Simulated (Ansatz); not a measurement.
Input and command of a plane-wave DFT calculation in Ansatz:

```yaml
crystal:
  lattice:
    - [6.4765277822, -1.603426786, 0.0114924401]
    - [6.4765277822, 1.603426786, 0.0114924401]
    - [-1.458832402, 0.0, 5.7076941923]
  atoms:
    - { symbol: Ga, position: [0.0899134338, 0.0899134338, 0.7947233208] }
    - { symbol: Ga, position: [0.9100865662, 0.9100865662, 0.2052766792] }
    - { symbol: Ga, position: [0.6585007301, 0.6585007301, 0.3141978956] }
    - { symbol: Ga, position: [0.3414992699, 0.3414992699, 0.6858021044] }
    - { symbol: O, position: [0.1634883775, 0.1634883775, 0.1092060622] }
    - { symbol: O, position: [0.8365116225, 0.8365116225, 0.8907939378] }
    - { symbol: O, position: [0.173701313, 0.173701313, 0.5643594347] }
    - { symbol: O, position: [0.826298687, 0.826298687, 0.4356405653] }
    - { symbol: O, position: [0.4960195697, 0.4960195697, 0.2566813608] }
    - { symbol: O, position: [0.5039804303, 0.5039804303, 0.7433186392] }
basis:
  ecutwfc: 420
kpoints:
  mp_grid: { grid: [10, 10, 6] }
hamiltonian:
  xc: pbe
scf:
  occupations: { method: gaussian, width: 0.05 }
output:
  forces: true
  stress: true
  eigenvalues: true
```

```bash
ansatz run input.yaml --threads 2 --pin off --max-ram 5120MiB --backend cpu --events-out ev --progress --plain --runs-dir out
```

Processor: Arm Neoverse V2, 2 threads, on a host shared with other jobs.

Q: Estimate time, memory and problem size.

A: About 31 s on 2 threads of Arm Neoverse V2, with other jobs on the host, peak memory 0.92 GiB. It solves 54 bands at 172 k points (the mesh reduced by symmetry) with about 2335 plane waves, in 7 SCF iterations.
